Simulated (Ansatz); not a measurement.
# Molybdenum, hcp under PBEsol: structure, energy and stiffness, part 2 of 2

Aim: take molybdenum in the hcp structure, relax it, solve it on a dense k-mesh, then scale the cell to 7 volumes from 88 to 112 % of the relaxed one and try a fit of the equation of state. Spin polarisation is left out. The k-meshes are 13×13×7 for the relaxation; 22×22×11 for the dense run; 15×15×8 for the volumes.

Ansatz 0.2.0; DFT, PBEsol, plane waves (420 eV) with PAW, scalar-relativistic.

### Step 4. Volume × 0.88

This is Mo in the hcp structure; at room conditions it is bcc.

input.yaml

```yaml
crystal:
  lattice:
    - [2.6201266135, 0.0, 0.0]
    - [-1.3100633068, 2.2690962085, 0.0]
    - [0.0, 0.0, 4.6217223418]
  atoms:
    - { symbol: Mo, position: [0.3333333333, 0.6666666667, 0.25] }
    - { symbol: Mo, position: [0.6666666667, 0.3333333333, 0.75] }
hamiltonian:
  xc: pbesol
  pseudopotentials:
    kind: paw
    azcp:
      Mo: "pseudopotentials/Mo.paw.azcp"
basis:
  ecutwfc: 420
  fft_grid_basis: typed
kpoints:
  mp_grid: { grid: [15, 15, 8], shift: [0, 0, 0] }
magnetization:
  spin_polarized: false
scf:
  occupations: { method: fermi_dirac, width: 0.1 }
  lower_state_search: "off"
output:
  stress: true
```

Started as:

```
$ ansatz run input.yaml --threads 2 --pin off --max-ram 5120MiB --backend cpu --events-out ev --progress --plain --runs-dir out
```

Standard output, shortened:

```text
Warning: <dir> the record states the generating functional pbe (its physics header spells it `PBE`), which answers neither for hamiltonian.xc's functional nor for the pbesol family's — results may be inconsistent (PPs are generated against a specific XC)
Warning: RAYON_NUM_THREADS=2 ignored (pool sized by the plan → 2); use --threads N
[...]
Pseudopotentials: kind: paw
Pseudopotential: Mo, paw, valence charge 14, recommended cutoff 420 eV (normal), <dir>
Functional definition: PBEsol
[...]
Crystal: 2 atoms, lattice volume = 27.478 Å³
Basis set: ecut = 420 eV, 549 PW (Γ)
Bands: 18, of which v1, the nominal top of the filled ones, is band 14 counted from 1 (13 counted from 0)
Symmetry: 24 space group operations
Space group: P63/mmc (ITA 194), of the structure as read, at distance tolerance 3.0e-5 Å
k-points: 135 of 1800
[...]
SCF iter   1: F=—  HF=-9793.637737 eV  |F-HF|=—  |Δ(HF+E_count)|=         —  Δρ=8.18e-3  dr2=7.95e-3  ethr=1.77e-3  ⟨swp⟩=5.0  Hψ=10860  notcnv=0
[...]
SCF iter   6: F=-9793.636487 eV  HF=-9793.636487 eV  |F-HF|=1.86e-9  |Δ(HF+E_count)|=   6.09e-8  Δρ=4.54e-6  dr2=2.61e-9  ethr=3.57e-10  ⟨swp⟩=4.0  Hψ=8427  notcnv=0
[...]
SCF converged after 6 iterations
Free energy (F): -9793.636487 eV
[...]
E sigma→0 (E₀):  -9793.598544 eV
Entropy (-TS):   -0.075885 eV (-37.943 meV/atom)
Fermi energy:    23.968464 eV
[...]
--- Stress (GPa, compression-positive) ---
       44.768904      -0.000000       0.000000
       -0.000000      44.768904      -0.000000
        0.000000      -0.000000      38.097627
  P = ⅓ Tr σ = 42.5451 GPa (425.451 kbar)
```

It took 1.3 s on 2 threads of Arm Neoverse V2, shared host; peak memory 0.32 GiB.

### Step 5. Volume × 0.92

Changes to input.yaml since step 4:

```diff
@@ -2,5 +2,5 @@
   lattice:
-    - [2.6201266135, 0.0, 0.0]
-    - [-1.3100633068, 2.2690962085, 0.0]
-    - [0.0, 0.0, 4.6217223418]
+    - [2.6592387472, 0.0, 0.0]
+    - [-1.3296193736, 2.3029683098, 0.0]
+    - [0.0, 0.0, 4.6907134436]
   atoms:
@@ -26 +26,5 @@
   stress: true
+  write_density: true
+  write_potential: true
+  elf: true
+  volumetric_format: npy
```

Started as:

```
$ ansatz run input.yaml --threads 2 --pin off --max-ram 5120MiB --backend cpu --events-out ev --progress --plain --runs-dir out
```

Standard output, shortened:

```text
Warning: <dir> the record states the generating functional pbe (its physics header spells it `PBE`), which answers neither for hamiltonian.xc's functional nor for the pbesol family's — results may be inconsistent (PPs are generated against a specific XC)
Warning: RAYON_NUM_THREADS=2 ignored (pool sized by the plan → 2); use --threads N
[...]
Pseudopotentials: kind: paw
Pseudopotential: Mo, paw, valence charge 14, recommended cutoff 420 eV (normal), <dir>
Functional definition: PBEsol
[...]
Crystal: 2 atoms, lattice volume = 28.727 Å³
Basis set: ecut = 420 eV, 549 PW (Γ)
Bands: 18, of which v1, the nominal top of the filled ones, is band 14 counted from 1 (13 counted from 0)
Symmetry: 24 space group operations
Space group: P63/mmc (ITA 194), of the structure as read, at distance tolerance 3.1e-5 Å
k-points: 135 of 1800
[...]
SCF iter   1: F=—  HF=-9793.900805 eV  |F-HF|=—  |Δ(HF+E_count)|=         —  Δρ=7.17e-3  dr2=7.00e-3  ethr=1.77e-3  ⟨swp⟩=5.1  Hψ=10841  notcnv=0
[...]
SCF iter   6: F=-9793.899347 eV  HF=-9793.899347 eV  |F-HF|=1.04e-9  |Δ(HF+E_count)|=   4.11e-8  Δρ=3.95e-6  dr2=1.71e-9  ethr=3.57e-10  ⟨swp⟩=7.0  Hψ=13483  notcnv=0
[...]
SCF converged after 6 iterations
Free energy (F): -9793.899347 eV
[...]
E sigma→0 (E₀):  -9793.860415 eV
Entropy (-TS):   -0.077863 eV (-38.932 meV/atom)
Fermi energy:    22.776928 eV
[...]
--- Stress (GPa, compression-positive) ---
       26.757288       0.000000       0.000000
        0.000000      26.757288       0.000000
        0.000000       0.000000      22.866667
  P = ⅓ Tr σ = 25.4604 GPa (254.604 kbar)
--- Band table (eV; the first three rows and the last of 135) ---
  k-point 0: bands = ["-37.9687", "-37.7092", "-12.7854", "-11.2282", "-11.0791", "-11.0791", "-10.9245", "-10.9245", "15.6162", "17.5542", "20.8279", "21.9529", "21.9529", "22.5636", "22.5636", "23.8057", "24.3603", "24.3603"]
[...]
```

It took 1.8 s on 2 threads of Arm Neoverse V2, shared host; peak memory 0.33 GiB.

### Step 6. Volume × 0.96

Changes to input.yaml since step 5:

```diff
@@ -2,5 +2,5 @@
   lattice:
-    - [2.6592387472, 0.0, 0.0]
-    - [-1.3296193736, 2.3029683098, 0.0]
-    - [0.0, 0.0, 4.6907134436]
+    - [2.6972330054, 0.0, 0.0]
+    - [-1.3486165027, 2.3358723026, 0.0]
+    - [0.0, 0.0, 4.7577326903]
   atoms:
@@ -26,5 +26 @@
   stress: true
-  write_density: true
-  write_potential: true
-  elf: true
-  volumetric_format: npy
```

Started as:

```
$ ansatz run input.yaml --threads 2 --pin off --max-ram 5120MiB --backend cpu --events-out ev --progress --plain --runs-dir out
```

Standard output, shortened:

```text
Warning: <dir> the record states the generating functional pbe (its physics header spells it `PBE`), which answers neither for hamiltonian.xc's functional nor for the pbesol family's — results may be inconsistent (PPs are generated against a specific XC)
Warning: RAYON_NUM_THREADS=2 ignored (pool sized by the plan → 2); use --threads N
[...]
Pseudopotentials: kind: paw
Pseudopotential: Mo, paw, valence charge 14, recommended cutoff 420 eV (normal), <dir>
Functional definition: PBEsol
[...]
Crystal: 2 atoms, lattice volume = 29.976 Å³
Basis set: ecut = 420 eV, 597 PW (Γ)
Bands: 18, of which v1, the nominal top of the filled ones, is band 14 counted from 1 (13 counted from 0)
Symmetry: 24 space group operations
Space group: P63/mmc (ITA 194), of the structure as read, at distance tolerance 3.1e-5 Å
k-points: 135 of 1800
[...]
SCF iter   1: F=—  HF=-9794.042921 eV  |F-HF|=—  |Δ(HF+E_count)|=         —  Δρ=6.31e-3  dr2=6.10e-3  ethr=1.77e-3  ⟨swp⟩=5.1  Hψ=10872  notcnv=0
[...]
SCF iter   6: F=-9794.041493 eV  HF=-9794.041493 eV  |F-HF|=5.91e-10  |Δ(HF+E_count)|=   6.67e-9  Δρ=2.74e-6  dr2=1.38e-9  ethr=2.11e-10  ⟨swp⟩=2.1  Hψ=8576  notcnv=0
[...]
SCF converged after 6 iterations
Free energy (F): -9794.041493 eV
[...]
E sigma→0 (E₀):  -9794.001371 eV
Entropy (-TS):   -0.080244 eV (-40.122 meV/atom)
Fermi energy:    21.682423 eV
[...]
--- Stress (GPa, compression-positive) ---
       12.016710       0.000000       0.000000
        0.000000      12.016710       0.000000
        0.000000       0.000000      10.396477
  P = ⅓ Tr σ = 11.4766 GPa (114.766 kbar)
```

It took 1.4 s on 2 threads of Arm Neoverse V2, shared host; peak memory 0.33 GiB.

### Step 7. Volume × 1.0

Changes to input.yaml since step 6:

```diff
@@ -2,5 +2,5 @@
   lattice:
-    - [2.6972330054, 0.0, 0.0]
-    - [-1.3486165027, 2.3358723026, 0.0]
-    - [0.0, 0.0, 4.7577326903]
+    - [2.7341859947, 0.0, 0.0]
+    - [-1.3670929973, 2.36787453, 0.0]
+    - [0.0, 0.0, 4.8229152106]
   atoms:
```

Started as:

```
$ ansatz run input.yaml --threads 2 --pin off --max-ram 5120MiB --backend cpu --events-out ev --progress --plain --runs-dir out
```

Standard output, shortened:

```text
Warning: <dir> the record states the generating functional pbe (its physics header spells it `PBE`), which answers neither for hamiltonian.xc's functional nor for the pbesol family's — results may be inconsistent (PPs are generated against a specific XC)
Warning: RAYON_NUM_THREADS=2 ignored (pool sized by the plan → 2); use --threads N
[...]
Pseudopotentials: kind: paw
Pseudopotential: Mo, paw, valence charge 14, recommended cutoff 420 eV (normal), <dir>
Functional definition: PBEsol
[...]
Crystal: 2 atoms, lattice volume = 31.225 Å³
Basis set: ecut = 420 eV, 599 PW (Γ)
Bands: 18, of which v1, the nominal top of the filled ones, is band 14 counted from 1 (13 counted from 0)
Symmetry: 24 space group operations
Space group: P63/mmc (ITA 194), of the structure as read, at distance tolerance 3.1e-5 Å
k-points: 135 of 1800
[...]
SCF iter   1: F=—  HF=-9794.085962 eV  |F-HF|=—  |Δ(HF+E_count)|=         —  Δρ=5.61e-3  dr2=5.26e-3  ethr=1.77e-3  ⟨swp⟩=5.1  Hψ=10902  notcnv=0
[...]
SCF iter   6: F=-9794.084903 eV  HF=-9794.084903 eV  |F-HF|=5.26e-10  |Δ(HF+E_count)|=   6.43e-9  Δρ=2.58e-6  dr2=1.24e-9  ethr=2.02e-10  ⟨swp⟩=2.0  Hψ=8460  notcnv=0
[...]
SCF converged after 6 iterations
Free energy (F): -9794.084903 eV
[...]
E sigma→0 (E₀):  -9794.043346 eV
Entropy (-TS):   -0.083115 eV (-41.558 meV/atom)
Fermi energy:    20.672858 eV
[...]
--- Stress (GPa, compression-positive) ---
       -0.033241      -0.000000       0.000000
       -0.000000      -0.033241      -0.000000
        0.000000      -0.000000       0.204845
  P = ⅓ Tr σ = 0.0461 GPa (0.461 kbar)
```

Run time: 1.4 s. Hardware: 2 threads of Arm Neoverse V2, shared host; peak memory 0.33 GiB.

### Step 8. Volume × 1.04

Changes to input.yaml since step 7:

```diff
@@ -2,5 +2,5 @@
   lattice:
-    - [2.7341859947, 0.0, 0.0]
-    - [-1.3670929973, 2.36787453, 0.0]
-    - [0.0, 0.0, 4.8229152106]
+    - [2.7701662523, 0.0, 0.0]
+    - [-1.3850831261, 2.3990343472, 0.0]
+    - [0.0, 0.0, 4.8863818994]
   atoms:
@@ -26 +26,5 @@
   stress: true
+  write_density: true
+  write_potential: true
+  elf: true
+  volumetric_format: npy
```

Started as:

```
$ ansatz run input.yaml --threads 2 --pin off --max-ram 5120MiB --backend cpu --events-out ev --progress --plain --runs-dir out
```

Standard output, shortened:

```text
Warning: <dir> the record states the generating functional pbe (its physics header spells it `PBE`), which answers neither for hamiltonian.xc's functional nor for the pbesol family's — results may be inconsistent (PPs are generated against a specific XC)
Warning: RAYON_NUM_THREADS=2 ignored (pool sized by the plan → 2); use --threads N
[...]
Pseudopotentials: kind: paw
Pseudopotential: Mo, paw, valence charge 14, recommended cutoff 420 eV (normal), <dir>
Functional definition: PBEsol
[...]
Crystal: 2 atoms, lattice volume = 32.474 Å³
Basis set: ecut = 420 eV, 653 PW (Γ)
Bands: 18, of which v1, the nominal top of the filled ones, is band 14 counted from 1 (13 counted from 0)
Symmetry: 24 space group operations
Space group: P63/mmc (ITA 194), of the structure as read, at distance tolerance 3.2e-5 Å
k-points: 135 of 1800
[...]
SCF iter   1: F=—  HF=-9794.048249 eV  |F-HF|=—  |Δ(HF+E_count)|=         —  Δρ=5.07e-3  dr2=4.52e-3  ethr=1.77e-3  ⟨swp⟩=5.1  Hψ=10904  notcnv=0
[...]
SCF iter   6: F=-9794.047674 eV  HF=-9794.047674 eV  |F-HF|=4.71e-10  |Δ(HF+E_count)|=   7.32e-9  Δρ=2.23e-6  dr2=1.11e-9  ethr=2.01e-10  ⟨swp⟩=4.9  Hψ=13779  notcnv=0
the search or the solves at the SCF's close seem to have found levels that the self-consistency loop had missed (the run counts 2). By its estimate they hold under 1e-12 electrons; where the run keeps them, the occupations were computed again with them
[...]
SCF converged after 6 iterations
Free energy (F): -9794.047674 eV
[...]
E sigma→0 (E₀):  -9794.004443 eV
Entropy (-TS):   -0.086461 eV (-43.230 meV/atom)
Fermi energy:    19.738166 eV
[...]
--- Stress (GPa, compression-positive) ---
       -9.861319       0.000000       0.000000
        0.000000      -9.861319       0.000000
        0.000000       0.000000      -8.117811
  P = ⅓ Tr σ = -9.2801 GPa (-92.801 kbar)
--- Band table (eV; the first three rows and the last of 135) ---
  k-point 0: bands = ["-41.0064", "-40.8507", "-15.5795", "-14.5360", "-14.4010", "-14.4010", "-14.2946", "-14.2946", "12.9235", "15.0729", "18.1402", "19.1170", "19.1170", "19.6220", "19.6220", "20.3779", "21.1363", "21.1363"]
[...]
```

Run time: 2.3 s. Hardware: 2 threads of Arm Neoverse V2, shared host; peak memory 0.34 GiB.

### Step 9. Volume × 1.08

Changes to input.yaml since step 8:

```diff
@@ -2,5 +2,5 @@
   lattice:
-    - [2.7701662523, 0.0, 0.0]
-    - [-1.3850831261, 2.3990343472, 0.0]
-    - [0.0, 0.0, 4.8863818994]
+    - [2.8052353708, 0.0, 0.0]
+    - [-1.4026176854, 2.4294050947, 0.0]
+    - [0.0, 0.0, 4.9482414018]
   atoms:
```

Started as:

```
$ ansatz run input.yaml --threads 2 --pin off --max-ram 5120MiB --backend cpu --events-out ev --progress --plain --runs-dir out
```

Standard output, shortened:

```text
Warning: <dir> the record states the generating functional pbe (its physics header spells it `PBE`), which answers neither for hamiltonian.xc's functional nor for the pbesol family's — results may be inconsistent (PPs are generated against a specific XC)
Warning: RAYON_NUM_THREADS=2 ignored (pool sized by the plan → 2); use --threads N
[...]
Pseudopotentials: kind: paw
Pseudopotential: Mo, paw, valence charge 14, recommended cutoff 420 eV (normal), <dir>
Functional definition: PBEsol
[...]
Crystal: 2 atoms, lattice volume = 33.723 Å³
Basis set: ecut = 420 eV, 677 PW (Γ)
Bands: 18, of which v1, the nominal top of the filled ones, is band 14 counted from 1 (13 counted from 0)
Symmetry: 24 space group operations
Space group: P63/mmc (ITA 194), of the structure as read, at distance tolerance 3.2e-5 Å
k-points: 135 of 1800
[...]
SCF iter   1: F=—  HF=-9793.945098 eV  |F-HF|=—  |Δ(HF+E_count)|=         —  Δρ=4.64e-3  dr2=3.90e-3  ethr=1.77e-3  ⟨swp⟩=5.1  Hψ=10946  notcnv=0
[...]
SCF iter   6: F=-9793.944725 eV  HF=-9793.944725 eV  |F-HF|=4.38e-10  |Δ(HF+E_count)|=   6.49e-9  Δρ=2.09e-6  dr2=1.09e-9  ethr=1.99e-10  ⟨swp⟩=4.7  Hψ=13654  notcnv=0
[...]
SCF converged after 6 iterations
Free energy (F): -9793.944725 eV
[...]
E sigma→0 (E₀):  -9793.899617 eV
Entropy (-TS):   -0.090215 eV (-45.107 meV/atom)
Fermi energy:    18.869927 eV
[...]
--- Stress (GPa, compression-positive) ---
      -17.853321      -0.000000       0.000000
       -0.000000     -17.853321       0.000000
        0.000000       0.000000     -14.902554
  P = ⅓ Tr σ = -16.8697 GPa (-168.697 kbar)
--- Band table (eV; the first three rows and the last of 135) ---
  k-point 0: bands = ["-41.8920", "-41.7596", "-16.4030", "-15.4840", "-15.3529", "-15.3529", "-15.2583", "-15.2583", "12.1773", "14.3665", "17.3636", "18.2979", "18.2979", "18.7736", "18.7736", "19.4237", "20.2082", "20.2082"]
[...]
```

Wall time 2.3 s (2 threads of Arm Neoverse V2, shared host); peak memory 0.34 GiB.

### Step 10. Volume × 1.12

Changes to input.yaml since step 9:

```diff
@@ -2,5 +2,5 @@
   lattice:
-    - [2.8052353708, 0.0, 0.0]
-    - [-1.4026176854, 2.4294050947, 0.0]
-    - [0.0, 0.0, 4.9482414018]
+    - [2.8394489301, 0.0, 0.0]
+    - [-1.4197244651, 2.4590349062, 0.0]
+    - [0.0, 0.0, 5.0085917569]
   atoms:
@@ -26,5 +26 @@
   stress: true
-  write_density: true
-  write_potential: true
-  elf: true
-  volumetric_format: npy
```

Started as:

```
$ ansatz run input.yaml --threads 2 --pin off --max-ram 5120MiB --backend cpu --events-out ev --progress --plain --runs-dir out
```

Standard output, shortened:

```text
Warning: <dir> the record states the generating functional pbe (its physics header spells it `PBE`), which answers neither for hamiltonian.xc's functional nor for the pbesol family's — results may be inconsistent (PPs are generated against a specific XC)
Warning: RAYON_NUM_THREADS=2 ignored (pool sized by the plan → 2); use --threads N
[...]
Pseudopotentials: kind: paw
Pseudopotential: Mo, paw, valence charge 14, recommended cutoff 420 eV (normal), <dir>
Functional definition: PBEsol
[...]
Crystal: 2 atoms, lattice volume = 34.972 Å³
Basis set: ecut = 420 eV, 701 PW (Γ)
Bands: 18, of which v1, the nominal top of the filled ones, is band 14 counted from 1 (13 counted from 0)
Symmetry: 24 space group operations
Space group: P63/mmc (ITA 194), of the structure as read, at distance tolerance 3.3e-5 Å
k-points: 135 of 1800
[...]
SCF iter   1: F=—  HF=-9793.788306 eV  |F-HF|=—  |Δ(HF+E_count)|=         —  Δρ=4.31e-3  dr2=3.40e-3  ethr=1.77e-3  ⟨swp⟩=5.1  Hψ=11039  notcnv=0
[...]
SCF iter   6: F=-9793.788380 eV  HF=-9793.788380 eV  |F-HF|=3.78e-10  |Δ(HF+E_count)|=   1.74e-9  Δρ=1.79e-6  dr2=1.01e-9  ethr=1.65e-10  ⟨swp⟩=1.9  Hψ=8189  notcnv=0
[...]
SCF converged after 6 iterations
Free energy (F): -9793.788380 eV
[...]
E sigma→0 (E₀):  -9793.741242 eV
Entropy (-TS):   -0.094277 eV (-47.139 meV/atom)
Fermi energy:    18.061088 eV
[...]
--- Stress (GPa, compression-positive) ---
      -24.327943       0.000000       0.000000
        0.000000     -24.327943       0.000000
        0.000000       0.000000     -20.416304
  P = ⅓ Tr σ = -23.0241 GPa (-230.241 kbar)
```

Wall time 1.6 s (2 threads of Arm Neoverse V2, shared host); peak memory 0.34 GiB.

### Step 11. Energy and pressure against volume

The cell was scaled evenly, with its shape and the fractional positions fixed.

```tsv
V (Å³/atom)	E − E₀ (meV/atom)	P from the stress (GPa)	P from the fit (GPa)
13.739	222.3	42.55	42.55
14.363	91.4	25.46	25.30
14.988	20.9	11.48	11.28
15.612	-0.1	0.05	-0.15
16.237	19.4	-9.28	-9.48
16.861	71.8	-16.87	-17.12
17.486	151.0	-23.02	-23.37
```

A third-order Birch-Murnaghan fit gives V₀ = 15.604 Å³/atom, B₀ = 258 GPa and B₀′ = 4.0; it misses no point by more than 0.09 meV/atom.

Fit and stress differ a little: one follows E(σ → 0), the other the smeared free energy.

### Step 12. Summary of results

What follows sums up all 2 parts.

| quantity | value |
| --- | --- |
| space group (spins left aside) | P6_3/mmc (No. 194) |
| conventional cell | a = 2.734 Å, c = 4.823 Å (c/a = 1.764) |
| volume | 15.612 Å³/atom |
| shortest distance | 2.734 Å |
| gap on the mesh | none (levels filled in part) |
| relative to bcc | +452 meV/atom |
| highest ELF outside the cores | 0.51, 1.63 Å from the nearest atom |
| V₀, B₀, B₀′ | 15.604 Å³/atom, 258 GPa, 4.0 |

What this shows: The relaxation enlarged the cell by 0.2 % in volume. Against the reference form of molybdenum (bcc, computed apart with the same settings) it stands 452 meV/atom higher, so it is far from stable. No gap shows: it is a metal or semimetal at this level. B₀ comes out at 258 GPa; letting shape and positions relax at each volume could only lower it. Relaxation kept the symmetry; phonons were not checked.
